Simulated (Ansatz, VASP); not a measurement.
One calculation of Ru, two programs

INCAR

```
PREC = Accurate
ENCUT = 520
EDIFF = 1E-6
ISMEAR = -1
SIGMA = 0.05
LREAL = F
LASPH = T
NELM = 60
ALGO = Normal
ISIF = 2
LWAVE = F
LCHARG = F
NBANDS = 21
```

KPOINTS

```
Automatic mesh
0
Gamma
  11 11 6
```

The input POSCAR:

```
Ru
1.0
    2.7058000000      0.0000000000      0.0000000000
   -1.3529000000      2.3432915376      0.0000000000
    0.0000000000      0.0000000000      4.2819000000
Ru
2
Direct
    0.6666666667      0.3333333333      0.7500000000
    0.3333333333      0.6666666667      0.2500000000
```

Contents of input.yaml:

```yaml
crystal:
  lattice:
    - [2.7058, 0.0, 0.0]
    - [-1.3529, 2.3432915376, 0.0]
    - [0.0, 0.0, 4.2819]
  atoms:
    - { symbol: Ru, position: [0.6666666667, 0.3333333333, 0.75] }
    - { symbol: Ru, position: [0.3333333333, 0.6666666667, 0.25] }
hamiltonian:
  xc: lda
  pseudopotentials: { kind: paw }
kpoints:
  mp_grid: { grid: [11, 11, 6] }
  band_path:
    path:
      - [[0.0, 0.0, 0.0], [0.5, 0.0, 0.0], [0.3333333333, 0.3333333333, 0.0], [0.0, 0.0, 0.0], [0.0, 0.0, 0.5], [0.5, 0.0, 0.5], [0.3333333333, 0.3333333333, 0.5], [0.0, 0.0, 0.5]]
      - [[0.5, 0.0, 0.5], [0.5, 0.0, 0.0]]
      - [[0.3333333333, 0.3333333333, 0.0], [0.3333333333, 0.3333333333, 0.5]]
    npoints: 14
scf:
  occupations: { method: fermi_dirac, width: 0.05 }
  n_extra_bands: 6
output:
  forces: true
  stress: true
  eigenvalues: true
  fatbands: true
  write_density: true
  write_potential: true
  elf: true
  volumetric_format: npy
```

Alike in both runs: functional LDA; k mesh 11 × 11 × 6; occupations fermi-dirac, width 0.05 eV; no spin polarisation.

```csv
,VASP,Ansatz
version,VASP 6.6.1,Ansatz 0.2.0
potentials or method,"VASP PAW LDA potentials, release 64 (Ru_pv)",Ansatz PAW
plane-wave cutoff (eV),520,420
valence electrons in the cell,28,32
task,single point,band structure
```

Ansatz gave:

```
gap on the k mesh at the Fermi level (eV)       : none
pressure (GPa)                                  : -12.2
largest component of the traceless stress (GPa) : 0.58
```

Q: Estimate VASP's values.

A: gap on the k mesh at the Fermi level (eV): none; pressure (GPa): -11.4; largest component of the traceless stress (GPa): 0.52.

A gap of «none» marks a metal or a gap that the smearing closes. The two sets of potentials don't hold the same shells in valence.

Caveats: the PAW data sets come from PBE, with cores solved anew for the run's functional, which leaves a small shift of forces and pressure (Ansatz).
